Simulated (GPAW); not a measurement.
The system is HfO2.

```
Hf O
1.0
     4.81353    0.00000    0.00000
     0.00000    4.81353    0.00000
     0.00000    0.00000    3.20542
Hf O
2 4
Direct
  0.50000 0.50000 0.50000
  0.00000 0.00000 0.00000
  0.80504 0.19496 0.50000
  0.69496 0.69496 0.00000
  0.30504 0.30504 0.00000
  0.19496 0.80504 0.50000
```

Measurements of this composition are mostly on another form, of space group No. 14.

Base run:

| Item | Value |
| --- | --- |
| Program | GPAW 26.7.0 |
| Functional | RPBE |
| Potentials or basis | the program's PAW data sets (release 1.2.1) made for this functional |
| Cutoff | 800 eV |
| Basis | pw |
| k mesh | 6 × 6 × 8 |
| Occupations | fermi-dirac, width 0.05 eV |
| Spin | no spin polarisation |

Its results: band gap on the k mesh 4.10 eV, direct; pressure 14.7 GPa; largest force 0.132 eV/Å.

The run is repeated on the same cell with these changes: functional from RPBE to revPBE; band points from 100 to 60. What comes out?

Band gap on the k mesh 4.07 eV, direct; pressure 13.3 GPa; largest force 0.120 eV/Å.

Caveats: spin-orbit coupling is left out, which moves the levels of the heavy elements.
